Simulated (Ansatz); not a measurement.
Structure types of Cd compared at 48 GPa

Structure types of Cd are relaxed in primitive cells with their symmetry kept at 48 GPa, first on PAW files, then by LAPW. The enthalpy is E + pV at zero temperature, without zero-point motion. Only the types listed were tried, and differences under about 5 meV/atom are mesh noise.

Level of theory: DFT with PBE, scalar-relativistic, in Ansatz 0.2.0; Fermi–Dirac smearing of 0.1 eV, no spin polarisation. LAPW: all electrons, basis error target 0.5 meV/atom; PAW: frozen-core files, cutoff 420 eV.

k meshes: fcc 17×17×17, bcc 17×17×17, hcp 16×16×9, simple hexagonal 16×16×15, diamond 12×12×12, beta tin 16×16×16.

Which type is lowest in enthalpy, and by how much?

hcp, 35 meV/atom below fcc. The whole table:

```json
{"start type": "fcc", "ends as": "fcc, Fm-3m", "a, b, c (Å)": "3.966, 3.966, 3.966", "V (Å³/atom)": "15.59", "H − H(lowest), LAPW (meV/atom)": "35.0", "same, PAW": "34.9"}
{"start type": "bcc", "ends as": "bcc, Im-3m", "a, b, c (Å)": "3.153, 3.153, 3.153", "V (Å³/atom)": "15.68", "H − H(lowest), LAPW (meV/atom)": "131.5", "same, PAW": "131.3"}
{"start type": "hcp", "ends as": "hcp, P6_3/mmc", "a, b, c (Å)": "2.804, 2.804, 4.553", "V (Å³/atom)": "15.50", "H − H(lowest), LAPW (meV/atom)": "0.0", "same, PAW": "0.0"}
{"start type": "simple hexagonal", "ends as": "simple hexagonal, P6/mmm", "a, b, c (Å)": "2.677, 2.677, 2.661", "V (Å³/atom)": "16.52", "H − H(lowest), LAPW (meV/atom)": "488.5", "same, PAW": "488.0"}
{"start type": "diamond", "ends as": "diamond, Fd-3m", "a, b, c (Å)": "5.493, 5.493, 5.493", "V (Å³/atom)": "20.72", "H − H(lowest), LAPW (meV/atom)": "2501.5", "same, PAW": "2498.4"}
{"start type": "beta tin", "ends as": "beta tin, I4_1/amd", "a, b, c (Å)": "5.066, 5.066, 2.601", "V (Å³/atom)": "16.69", "H − H(lowest), LAPW (meV/atom)": "593.6", "same, PAW": "592.8"}
```

Split the lead of hcp over fcc into energy and pV.

For fcc less hcp: ΔE = +8.2 meV/atom, and p·ΔV = 48 GPa × +0.0894 Å³ × 6.242 meV/(GPa·Å³) = +26.8 meV/atom, together 35.0 meV/atom. hcp wins on both counts.
